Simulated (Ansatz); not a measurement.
# Rh(110) / 3 layers Pd(110) / Rh(110): resistance against film thickness, part 2 of 2

Wanted: interface resistance and thickness dependence for Rh(110) / 3 layers Pd(110) / Rh(110).

Ansatz 0.2.0; Ansatz plane-wave DFT, PBE, PAW files; ballistic transport by layer matching (Landauer), zero bias; PAW set soft_1.

So far. Step 5 (With 8 layers, k-mesh 14×10×1, film layers 8): The conductance of the junction is 9.8e14 S/m², 2.3 % under the 1.0e15 S/m² of the last finished run, within the error estimates, leads' steps apart, of 3.4 and 3.9 %. The estimate from the leads' steps, 718 %, is larger still.

**6. With 10 layers, k-mesh 14×10×1, film layers 10**

The stack now holds 10 film layers; the k-mesh follows the cell, and the energies span -0.27 to 0.27 eV.

System of this step: Rh(110) / 10 layers Pd(110) / Rh(110). The cell holds 22 atoms: 12 Rh and 10 Pd. Cell: a = 2.689 Å, b = 3.803 Å, c = 30.522 Å, α = 90.0°, β = 90.0°, γ = 90.0°. It derives from Rh and Pd. Regions: lead, 12 atoms (12 Rh); films, 10 atoms (10 Pd). The structure is stacked along c, and the current runs across the ab planes.

File input.yaml:

```yaml
crystal:
  lattice:
    - [2.6891977995, 0.0, 0.0]
    - [0.0, 3.8031, 0.0]
    - [0.0, 0.0, 30.5218915951]
  atoms:
    - { symbol: Rh, position: [0.0, 0.0, 0.022026795] }
    - { symbol: Rh, position: [0.5, 0.5, 0.0660803851] }
    - { symbol: Rh, position: [0.0, 0.0, 0.1101339751] }
    - { symbol: Rh, position: [0.5, 0.5, 0.1541875652] }
    - { symbol: Rh, position: [0.0, 0.0, 0.1982411552] }
    - { symbol: Rh, position: [0.5, 0.5, 0.2422947453] }
    - { symbol: Pd, position: [0.0, 0.0, 0.2878893862] }
    - { symbol: Pd, position: [0.5, 0.5, 0.3350250782] }
    - { symbol: Pd, position: [0.0, 0.0, 0.3821607701] }
    - { symbol: Pd, position: [0.5, 0.5, 0.4292964621] }
    - { symbol: Pd, position: [0.0, 0.0, 0.476432154] }
    - { symbol: Pd, position: [0.5, 0.5, 0.523567846] }
    - { symbol: Pd, position: [0.0, 0.0, 0.5707035379] }
    - { symbol: Pd, position: [0.5, 0.5, 0.6178392299] }
    - { symbol: Pd, position: [0.0, 0.0, 0.6649749218] }
    - { symbol: Pd, position: [0.5, 0.5, 0.7121106138] }
    - { symbol: Rh, position: [0.0, 0.0, 0.7577052547] }
    - { symbol: Rh, position: [0.5, 0.5, 0.8017588448] }
    - { symbol: Rh, position: [0.0, 0.0, 0.8458124348] }
    - { symbol: Rh, position: [0.5, 0.5, 0.8898660249] }
    - { symbol: Rh, position: [0.0, 0.0, 0.9339196149] }
    - { symbol: Rh, position: [0.5, 0.5, 0.977973205] }
kpoints:
  mp_grid: { grid: [14, 10, 1] }
hamiltonian:
  xc: pbe
  pseudopotentials: { kind: paw, azcp: { folder: soft_1 } }
scf:
  occupations: { method: fermi_dirac, width: 0.1 }
output:
  transmission:
    leads: [[0, 1]]
    kmesh: [28, 20]
    e_range: [-0.27, 0.27]
    de: 0.036
  write_potential: true
  write_density: true
  volumetric_format: npy
```

The run is started by

```console
> ansatz run input.yaml --threads 4 --pin off --max-ram 8192MiB --backend cpu --events-out ev --progress --plain --runs-dir out
```

Run time: 6.6 min. Hardware: 4 threads of AMD EPYC 7B13 (Zen 3), shared host; peak memory 3.1 GiB.

This step gave:

* free energy: -146564.3029 eV
* energy at zero smearing: -146563.7344 eV
* Fermi energy: 21.17 eV
* step of the lead's potential: 10.9 meV
* estimated errors of the lead's conductance: 0, 3.4, 0 % (band edges, k-mesh, distance from neutral)
* lead conductance per cell: 3.047 G₀
* conductance of the junction: 9.21e14 S/m²
* junction conductance per cell: 1.216 G₀
* estimated errors of the junction's conductance: 0.3, 0.3, 4, 10.6, 0.1 % (energy step, band edges, k-mesh, leads' steps, distance from neutral)
* area resistance that the stack adds (contact term taken off, spin by spin): 0.6524 fΩ m²

Per spin. Table of transmission, zone mean by energy, zero at the Fermi level:

| energy (eV) | transmission, zone mean |
| --- | --- |
| -0.270 | 1.58 |
| -0.234 | 1.48 |
| -0.198 | 1.45 |
| -0.162 | 1.39 |
| -0.126 | 1.38 |
| -0.090 | 1.34 |
| -0.054 | 1.27 |
| -0.018 | 1.24 |
| 0.018 | 1.19 |
| 0.054 | 1.15 |
| 0.090 | 1.12 |
| 0.126 | 1.06 |
| 0.162 | 1.00 |
| 0.198 | 0.950 |
| 0.234 | 0.874 |
| 0.270 | 0.841 |

The conductance of the junction is 9.2e14 S/m², 6.1 % under the 9.8e14 S/m² of the last finished run, no more than the error estimates, leads' steps apart, of 3.9 and 4 % together. The estimate from the leads' steps, 11 %, is larger still.

**7. All levels side by side**

Times are for 4 threads of AMD EPYC 7B13 (Zen 3), shared host. The runs compared:

| no. | film layers | area resistance that the stack adds (contact term taken off, spin by spin) (fΩ m²) | conductance of the junction (S/m²) | time | memory (GiB) |
| --- | --- | --- | --- | --- | --- |
| 1 | 3 | 0.3620 | 1.26e15 | 9.6 min | 2.6 |
| 2 | 5 | 0.5301 | 1.04e15 | 4.7 min | 2.2 |
| 3 | 6 | 0.5611 | 1.00e15 | 4.9 min | 2.2 |
| 4 | 8 | 0.5854 | 9.81e14 | 5.8 min | 2.6 |
| 5 | 10 | 0.6524 | 9.21e14 | 6.6 min | 3.1 |

**8. With 5 layers**

A repeat with a changed input, to see how far the result depends on it.

This step: Ansatz plane-wave DFT, PBE, PAW files; ballistic transport by layer matching (Landauer), zero bias; changed: output.transmission.kmesh = [21, 15]; PAW set soft_1 (Ansatz 0.2.0).

System of this step: Rh(110) / 5 layers Pd(110) / Rh(110). The cell holds 18 atoms: 13 Rh and 5 Pd. Its edges and angles: a = 2.689 Å, b = 3.803 Å, c = 24.673 Å, α = 90.0°, β = 90.0°, γ = 90.0°. It derives from Rh and Pd. Regions: lead, 13 atoms (13 Rh); films, 5 atoms (5 Pd). The structure is stacked along c, and the current runs across the ab planes.

File input.yaml:

```yaml
crystal:
  lattice:
    - [2.6891977995, 0.0, 0.0]
    - [0.0, 3.8031, 0.0]
    - [0.0, 0.0, 24.6731380959]
  atoms:
    - { symbol: Rh, position: [0.0, 0.0, 0.0272482344] }
    - { symbol: Rh, position: [0.5, 0.5, 0.0817447032] }
    - { symbol: Rh, position: [0.0, 0.0, 0.1362411719] }
    - { symbol: Rh, position: [0.5, 0.5, 0.1907376407] }
    - { symbol: Rh, position: [0.0, 0.0, 0.2452341095] }
    - { symbol: Rh, position: [0.5, 0.5, 0.2997305782] }
    - { symbol: Pd, position: [0.0, 0.0, 0.3561334032] }
    - { symbol: Pd, position: [0.5, 0.5, 0.4144425844] }
    - { symbol: Pd, position: [0.0, 0.0, 0.4727517656] }
    - { symbol: Pd, position: [0.5, 0.5, 0.5310609468] }
    - { symbol: Pd, position: [0.0, 0.0, 0.589370128] }
    - { symbol: Rh, position: [0.5, 0.5, 0.645772953] }
    - { symbol: Rh, position: [0.0, 0.0, 0.7002694218] }
    - { symbol: Rh, position: [0.5, 0.5, 0.7547658905] }
    - { symbol: Rh, position: [0.0, 0.0, 0.8092623593] }
    - { symbol: Rh, position: [0.5, 0.5, 0.8637588281] }
    - { symbol: Rh, position: [0.0, 0.0, 0.9182552968] }
    - { symbol: Rh, position: [0.5, 0.5, 0.9727517656] }
kpoints:
  mp_grid: { grid: [14, 10, 1] }
hamiltonian:
  xc: pbe
  pseudopotentials: { kind: paw, azcp: { folder: soft_1 } }
scf:
  occupations: { method: fermi_dirac, width: 0.1 }
output:
  transmission:
    leads: [[0, 1]]
    kmesh: [21, 15]
    e_range: [-0.27, 0.27]
    de: 0.036
  write_potential: true
  write_density: true
  volumetric_format: npy
```

The job ended after 2.9 min (4 threads; peak memory 2.2 GiB; 10 min of CPU time).

Residual by cycle:

cycle, log10 residual and a bar from the least value:
```
        1        3.7 ##############################
        2        3.1 ############################
        3        0.8 ######################
        4        1.5 ########################
        5       -0.3 ###################
        6       -1.7 ###############
        7       -3.3 ###########
        8       -4.1 ########
        9       -4.6 #######
       10       -5.6 ####
       11       -7.1
```

The run finished with changed settings (output.transmission.kmesh = [21, 15]); it serves as a test.

Side by side:

| quantity | this run | sound run | difference |
| --- | --- | --- | --- |
| ballistic conductance of the lead (S/m²) | 2.274e15 | 2.298e15 | -2.4e13 |
| lead conductance per cell (G₀) | 3.0022 | 3.0332 | -0.0310 |
| conductance of the junction (S/m²) | 1.025e15 | 1.036e15 | -1.1e13 |
| junction conductance per cell (G₀) | 1.3526 | 1.3675 | -0.0149 |
| area resistance that the stack adds (contact term taken off, spin by spin) (fΩ m²) | 0.53642 | 0.53014 | 0.00628 |

**9. Summary of results**

```json
{
 "area resistance, 3 layers": "0.362 fΩ m²",
 "area resistance, 5 layers": "0.530 fΩ m²",
 "area resistance, 6 layers": "0.561 fΩ m²",
 "area resistance, 8 layers": "0.585 fΩ m²",
 "area resistance, 10 layers": "0.652 fΩ m²"
}
```

In words: The stack adds 0.36 fΩ m² with 3 layers and 0.65 fΩ m² with 10. From 5 to 10 layers it grows by 23 %, though no single step exceeds the two runs' error estimates together; nothing scatters inside a perfect film, so this is no ohmic growth. Atoms sit on ideal sites and aren't relaxed. The program's estimate of the error from the leads' steps alone runs to 4715 %, although the steps are small; only longer leads would test it. Pd(110) is compressed by 2.2 % in plane to fit Rh(110), at its own atomic volume.

[Logs are printed without paths, hosts, clocks, repeated set-up lines and the standing remarks that a program may print on its own settings, such as how far it seeks lower states.]

[Hosts, paths, dates, database ids (printed as entryN), source tags and the programs' standing remarks are cut or masked in the printed files.]
